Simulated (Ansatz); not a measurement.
## MoP under changes of volume

One of the cells (14.353 Å³/atom); the others are scaled copies at fixed shape and fractional positions:

```
CELL_PARAMETERS angstrom
3.22300 0.00000 0.00000
-1.61150 2.79120 0.00000
0.00000 0.00000 3.19100
ATOMIC_POSITIONS crystal
Mo 0.00000 0.00000 0.00000
P 0.33333 0.66667 0.50000
```

```yaml
Program: Ansatz 0.2.0
Functional: RPBE
Dispersion: D3(BJ)
Potentials_or_basis: Ansatz PAW
Cutoff: "420 eV (not typed: the program's choice for these potentials)"
k_mesh: 10 × 10 × 8
Occupations: fermi-dirac, width 0.05 eV
Spin: no spin polarisation
```

```csv
volume (Å³/atom),energy over the lowest point (meV/atom),pressure (GPa)
13.492,0.00,-20.4
13.779,40.79,-25.0
14.066,?,?
14.353,145.13,-32.8
14.640,206.96,-36.1
14.927,274.22,-38.9
15.214,346.24,-41.4
```

Problem. What does the run at 14.066 Å³/atom give?

Solution. Energy over the lowest point 89.47 meV/atom; pressure -29.2 GPa.

Worked out: A Birch-Murnaghan fit of order 3 (a polynomial in V^(-2/3)) to the other rows has no minimum within the range. It gives 89.47 meV/atom at 14.066 Å³/atom, against the run's 89.47, and -dE/dV = -29.2 GPa, against -29.2.

Energies are extrapolated to zero smearing.

Caveats: pairwise dispersion overbinds metals, which lowers pressure and volume; the PAW data sets come from PBE, with cores solved anew for the run's functional, which leaves a small shift of forces and pressure.
